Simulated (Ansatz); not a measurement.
**CaO (zincblende): G0W0 against its settings**

CaO built on the zincblende prototype, relaxed with r2SCAN; one-shot G0W0 in Ansatz without spin-orbit coupling. Note: simulated data, non-magnetic, for a generated structure that need not be the stable one.

```yaml
crystal:
  lattice:
    - [0.00000, 2.60673, 2.60673]
    - [2.60673, 0.00000, 2.60673]
    - [2.60673, 2.60673, 0.00000]
  atoms:
    - { symbol: Ca, position: [0.00000, 0.00000, 0.00000] }
    - { symbol: O, position: [0.25000, 0.25000, 0.25000] }
```

Gaps are read over the mesh points alone. G0W0 values are finite-basis, finite-mesh values.
```csv
start,potentials,frequency model,mesh,empty bands,screening cutoff (eV),Kohn-Sham gap (eV),G0W0 gap (eV)
PBE,PAW,contour deformation,6×6×6,80,100,3.33,4.57
PBE,PAW,contour deformation,6×6×6,194,180,3.33,4.79
PBE,PAW,contour deformation,6×6×6,376,260,3.33,4.88
HSE06,PAW,contour deformation,6×6×6,194,180,4.73,5.58
r2SCAN,PAW,contour deformation,6×6×6,194,180,3.76,5.03
PBE0,PAW,contour deformation,6×6×6,194,180,5.44,5.83
PBE,PAW,Godby-Needs pole,6×6×6,194,180,3.33,4.73
PBE,PAW,contour deformation,8×8×8,57,80,3.33,4.48
PBE,norm-conserving,contour deformation,6×6×6,194,180,3.34,4.82
```

G0W0 moves the gap on the mesh from 3.33 eV (PBE) to 4.88 eV (X to Γ). Renormalisation factors Z lie between 0.72 and 0.83.

Raising bands and cutoff together moves the gap by +0.22 eV (100 to 180 eV), then +0.09 eV (180 to 260 eV); the last step is still large, so the basis limit isn't reached. Starting from HSE06 (4.73 eV against PBE's 3.33 eV) gives 5.58 eV, +0.79 eV from G0W0@PBE at the same screening cutoff. Starting from r2SCAN (3.76 eV against PBE's 3.33 eV) gives 5.03 eV, +0.24 eV from G0W0@PBE at the same screening cutoff. Starting from PBE0 (5.44 eV against PBE's 3.33 eV) gives 5.83 eV, +1.04 eV from G0W0@PBE at the same screening cutoff. The Godby-Needs plasmon pole differs from contour deformation by -0.06 eV. Norm-conserving potentials (wave cutoff 1240 eV against 420 eV) shift the quasiparticle gap by +0.03 eV and the PBE gap by +0.01 eV. r2SCAN runs take a wave cutoff of 500 eV.
